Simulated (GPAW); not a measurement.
Si2Ni:

```
Ni Si
1.0
     0.00000    2.70300    2.70300
     2.70300    0.00000    2.70300
     2.70300    2.70300    0.00000
Ni Si
1 2
Direct
  0.00000 0.00000 0.00000
  0.75000 0.75000 0.75000
  0.25000 0.25000 0.25000
```

Base run:

* Program: GPAW 26.7.0
* Functional: RPBE
* Potentials or basis: the program's PAW data sets (release 1.2.1) made for this functional
* Cutoff: 600 eV
* Basis: pw
* k mesh: 9 × 9 × 9
* Occupations: fermi-dirac, width 0.05 eV
* Spin: collinear spin, ferromagnetic start
* Starting moments: [1.0, 0.0, 0.0] μB

Its results: pressure 8.0 GPa; net moment 0.00 μB per cell.

**Question.** After a change of settings the same cell gave: pressure -3.3 GPa; net moment 0.00 μB per cell. Which change was it?
A. occupations from fermi-dirac, width 0.05 eV to gaussian, width 0.02 eV
B. functional from RPBE to r2SCAN; potentials or basis from the program's PAW data sets (release 1.2.1) made for this functional to GPAW PAW data sets (gpaw-data 1.2.1)
C. functional from RPBE to LDA; occupations from fermi-dirac, width 0.05 eV to gaussian, width 0.05 eV
D. functional from RPBE to revPBE; band points from 60 to 80

**Answer.** C.

Caveats: the stock nickel data set gives pressures a few GPa off other programs.

Runs at the PBE level aren't shown here.
